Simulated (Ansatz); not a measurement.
A run of Ansatz 0.2.0 is set up as follows.

The input input.yaml:

```yaml
crystal:
  lattice:
    - [0.0, 1.78337, 1.78337]
    - [1.78337, 0.0, 1.78337]
    - [1.78337, 1.78337, 0.0]
  atoms:
    - { symbol: C, position: [0.75, 0.75, 0.75] }
    - { symbol: C, position: [0.5, 0.5, 0.5] }
hamiltonian:
  xc: pbe
  pseudopotentials: { kind: paw }
kpoints:
  mp_grid: { grid: [13, 13, 13] }
scf:
  occupations: { method: gaussian, width: 0.014 }
output:
  forces: true
  stress: true
  eigenvalues: true
```

Potentials or basis: Ansatz PAW.

Run with:

```console
$ ansatz run input.yaml --threads 2 --pin off --max-ram 5632MiB --backend cpu --events-out ev --progress --plain --runs-dir out
```

Task: Estimate the band gap on the k mesh.

Result: 4.15 eV, indirect (least direct gap 5.59 eV).

Task: What does it give for the pressure?

Result: 1.8 GPa.

Caveat: odd divisions of the mesh miss points on the zone boundary, where band edges often lie, so the gap on the mesh can be too wide; the pressure holds a Pulay correction of +1.0 GPa for the finite cutoff. A k mesh can miss the band edges.
